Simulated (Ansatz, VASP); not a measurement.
## HfN: VASP beside Ansatz

The input INCAR:

```
PREC = Accurate
ENCUT = 520
EDIFF = 1E-6
ISMEAR = -1
SIGMA = 0.08
LREAL = F
LASPH = T
NELM = 80
ALGO = Normal
ISIF = 2
LWAVE = F
LCHARG = F
GGA = PS
NBANDS = 14
```

KPOINTS

```
Automatic mesh
0
Gamma
  15 15 15
```

POSCAR

```
HfN
1.0
    0.0000000000      2.0894181926      2.0894181926
    2.0894181926      0.0000000000      2.0894181926
    2.0894181926      2.0894181926      0.0000000000
Hf N
1 1
Direct
    0.0000000000      0.0000000000      0.0000000000
    0.5000000000      0.5000000000      0.5000000000
```

Input for Ansatz:

```yaml
crystal:
  lattice:
    - [0.0, 2.0894181926, 2.0894181926]
    - [2.0894181926, 0.0, 2.0894181926]
    - [2.0894181926, 2.0894181926, 0.0]
  atoms:
    - { symbol: Hf, position: [0.0, 0.0, 0.0] }
    - { symbol: "N", position: [0.5, 0.5, 0.5] }
kpoints:
  mp_grid: { grid: [15, 15, 15] }
scf:
  occupations: { method: fermi_dirac, width: 0.08 }
hamiltonian:
  xc: pbesol
  pseudopotentials: { kind: paw }
output:
  forces: true
  stress: true
  eigenvalues: true
basis:
  ecutwfc: 800
```

Change from the starting cell: volume scaled by 0.8, PAW files, ecut 800.

Alike in both runs: task single point; functional PBEsol; k mesh 15 × 15 × 15; occupations fermi-dirac, width 0.08 eV; no spin polarisation.

|  | VASP | Ansatz |
| --- | --- | --- |
| version | VASP 6.6.1 | Ansatz 0.2.0 |
| potentials or method | VASP PAW PBE potentials, release 64 (Hf_pv, N) | PAW with Ansatz's default frozen-core files, scalar-relativistic |
| plane-wave cutoff (eV) | 520 | 800 |
| valence electrons in the cell | 15 | 31 |

|  | VASP | Ansatz | Ansatz less VASP |
| --- | --- | --- | --- |
| pressure (GPa) | 100.3 | 101.6 | +1.29 |

The two sets of potentials don't hold the same shells in valence.

Caveats: the cell as given lies far from equilibrium; so large a pressure means that the cell lies far from this level's equilibrium, or that cutoff or potentials fall short (VASP); the potentials were made for another functional, which shifts forces and pressure (VASP). Spin-orbit coupling is left out, which matters for the levels of Hf.
